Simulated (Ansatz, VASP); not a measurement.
**Ge: VASP beside Ansatz**

INCAR

```
  PREC = Accurate
  ENCUT = 600
  EDIFF = 1E-6
  ISMEAR = -1
  SIGMA = 0.1
  LREAL = F
  LASPH = T
  NELM = 80
  ALGO = Fast
  ISIF = 3
  LWAVE = F
  LCHARG = F
  GGA = RE
  IBRION = 2
  NSW = 80
  EDIFFG = -0.01
```

File KPOINTS:

```
Automatic mesh
0
Gamma
  8 8 11
```

The input POSCAR:

```
Ge
1.0
    4.7727297598      0.0000000000      0.0000000000
   -2.3863648799      4.1333052174      0.0000000000
    0.0000000000      0.0000000000      2.9256833427
Ge
3
Direct
    0.0000000000      0.0000000000      0.0000000000
    0.3333333333      0.6666666667      0.5000000000
    0.6666666667      0.3333333333      0.5000000000
```

Input for Ansatz:

```yaml
crystal:
  lattice:
    - [4.7727297598, 0.0, 0.0]
    - [-2.3863648799, 4.1333052174, 0.0]
    - [0.0, 0.0, 2.9256833427]
  atoms:
    - { symbol: Ge, position: [0.0, 0.0, 0.0] }
    - { symbol: Ge, position: [0.3333333333, 0.6666666667, 0.5] }
    - { symbol: Ge, position: [0.6666666667, 0.3333333333, 0.5] }
hamiltonian:
  xc: revpbe
  pseudopotentials:
    kind: paw
    azcp:
      Ge: "pseudopotentials/Ge.paw.azcp"
basis:
  ecutwfc: 420
  fft_grid_basis: typed
kpoints:
  mp_grid: { grid: [8, 8, 11], shift: [0, 0, 0] }
magnetization:
  spin_polarized: false
scf:
  occupations: { method: fermi_dirac, width: 0.1 }
relax:
  max_steps: 60
  f_tol: 0.01
  cell: {}
```

The cell was built by a generator and needn't be a form met in nature.

Alike in both runs: task relaxation of cell and atoms; functional revPBE; k mesh 8 × 8 × 11; occupations fermi-dirac, width 0.1 eV; no spin polarisation.

|  | VASP | Ansatz |
| --- | --- | --- |
| version | VASP 6.6.1 | Ansatz 0.2.0 |
| potentials or method | VASP PAW PBE potentials, release 64 (Ge_d) | plane waves (420 eV) with PAW, scalar-relativistic |
| plane-wave cutoff (eV) | 600 | 420 |
| valence electrons in the cell | 42 | 42 |

|  | VASP | Ansatz | Ansatz less VASP |
| --- | --- | --- | --- |
| relaxed volume (Å³/atom) | 19.78 | 19.73 | -0.048 |
| relaxed cell length with the largest relative difference (Å) | 4.941 | 4.936 | -0.0046 |
| energy change over the relaxation (meV/atom) | -21 | -21 | +0.2 |

Caveats: the PAW data sets were made with another functional, which shifts forces and pressure a little (VASP).
